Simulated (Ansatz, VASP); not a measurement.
## F in VASP and in Ansatz

```
CELL_PARAMETERS angstrom
3.21738 -1.79076 -0.24815
3.21738 1.79076 -0.24815
-2.43670 0.00000 7.17875
ATOMIC_POSITIONS crystal
F 0.08485 0.08485 0.09400
F 0.91515 0.91515 0.90600
F 0.50157 0.50157 0.59372
F 0.49843 0.49843 0.40628
```

Change from the starting cell: volume 20.139 Å^3 an atom, stretch along a over the lengths across it, relative to the relaxed cell 1.0326.

Alike in both runs: task single point; functional PBEsol; k mesh 4 × 4 × 2; occupations gaussian, width 0.05 eV; no spin polarisation.

|  | VASP | Ansatz |
| --- | --- | --- |
| version | VASP 6.6.1 | Ansatz 0.2.0 |
| potentials or method | VASP PAW PBE potentials, release 64 (F) | scalar-relativistic, plane waves, PAW |
| plane-wave cutoff (eV) | 520 | 520 |
| valence electrons in the cell | 28 | 28 |

```csv
,VASP,Ansatz,Ansatz less VASP
gap on the k mesh at the Fermi level (eV),2.90,2.98,+0.076
least direct gap on the mesh (eV),2.98,3.06,+0.076
pressure (GPa),-0.7,-1.0,-0.30
largest component of the traceless stress (GPa),0.21,1.43,+1.217
rms of the force components (eV/Å),0.042,0.276,+0.2334
```

Atom by atom the forces differ by 0.233 eV/Å (rms over components). One of these differences is far larger than is usual between the two programs; its cause wasn't traced.

Caveats: the k mesh is coarse (spacing up to 0.51 Å⁻¹), so the values aren't converged; the PAW data sets were made with another functional, which shifts forces and pressure a little (VASP). A k mesh can miss the band edges.
